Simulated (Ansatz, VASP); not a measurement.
**CdSe: VASP beside Ansatz**

```xyz
2
Lattice="0.0000 2.9641 2.9641 2.9641 0.0000 2.9641 2.9641 2.9641 0.0000" Properties=species:S:1:pos:R:3 pbc="T T T"
Cd    0.0000    0.0000    0.0000
Se    4.4461    4.4461    4.4461
```

Alike in both runs: task single point; functional PBE; k mesh 10 × 10 × 10; occupations gaussian, width 0.05 eV; no spin polarisation.

|  | VASP | Ansatz |
| --- | --- | --- |
| version | VASP 6.6.1 | Ansatz 0.2.0 |
| potentials or method | VASP PAW PBE potentials, release 64 (Cd, Se) | scalar-relativistic, plane waves, PAW |
| plane-wave cutoff (eV) | 520 | 420 |
| valence electrons in the cell | 18 | 36 |

VASP gave:

```
gap on the k mesh at the Fermi level (eV) : 0.77
least direct gap on the mesh (eV)         : 0.77
pressure (GPa)                            : 8.5
```

What did Ansatz give for the same quantities?

gap on the k mesh at the Fermi level (eV): 0.76; least direct gap on the mesh (eV): 0.76; pressure (GPa): 8.1.

With one functional, cell and mesh, what is left measures potentials, basis and numerics. The two sets of potentials don't hold the same shells in valence.
